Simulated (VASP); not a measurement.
The system is SnS.

```xyz
8
Lattice="11.2000 0.0000 0.0000 0.0000 3.9870 0.0000 0.0000 0.0000 4.3340" Properties=species:S:1:pos:R:3 pbc="T T T"
Sn    1.3373    0.9968    0.5192
Sn    4.2627    2.9903    2.6862
Sn    6.9373    0.9968    1.6478
Sn    9.8627    2.9903    3.8148
S     9.5290    0.9968    2.0773
S     7.2710    2.9903    4.2443
S     3.9290    0.9968    0.0897
S     1.6710    2.9903    2.2567
```

| Property | Result |
| --- | --- |
| Program | VASP 6.6.1 |
| Task | relaxation of cell and atoms |
| Functional | PBE |
| Dispersion | D3(BJ) |
| Potentials or basis | VASP PAW PBE potentials, release 64 (Sn_d, S) |
| Cutoff | 600 eV |
| k mesh | 4 × 8 × 6 |
| Occupations | gaussian, width 0.03 eV |
| Spin | no spin polarisation |

At the start: pressure -0.0 GPa; volume 24.19 Å³/atom.

Q: Where does the relaxation end?

A: Over 15 steps the energy falls by 2.2 meV/atom and the volume is 23.74 Å³/atom (-1.9 %); space group Pnma (No. 62, to 0.05 Å).

The path:
```csv
step,energy change (eV),largest force (eV/Å),pressure (GPa),volume (Å³)
1,0.0000,0.1412,-0.01,193.53
2,-0.0056,0.0792,-0.24,193.48
3,-0.0082,0.0312,-0.54,193.41
4,-0.0116,0.0292,-0.37,192.41
5,-0.0148,0.0325,0.17,189.40
6,-0.0150,0.0312,0.07,190.01
7,-0.0158,0.0240,0.04,190.02
8,-0.0162,0.0182,0.01,190.03
9,-0.0165,0.0163,0.01,190.06
10,-0.0169,0.0179,-0.02,190.14
11,-0.0169,0.0185,-0.04,190.15
12,-0.0171,0.0156,0.02,189.96
13,-0.0171,0.0169,0.06,189.84
14,-0.0172,0.0144,0.04,189.86
15,-0.0173,0.0067,0.00,189.91
```

Final structure:
```xyz
8
Lattice="11.1364 0.0000 0.0000 0.0000 3.9978 0.0000 0.0000 0.0000 4.2657" Properties=species:S:1:pos:R:3 pbc="T T T"
Sn    1.3157    0.9995    0.4868
Sn    4.2526    2.9984    2.6197
Sn    6.8839    0.9995    1.6460
Sn    9.8208    2.9984    3.7789
S     9.5005    0.9995    2.0192
S     7.2042    2.9984    4.1520
S     3.9323    0.9995    0.1137
S     1.6360    2.9984    2.2465
```
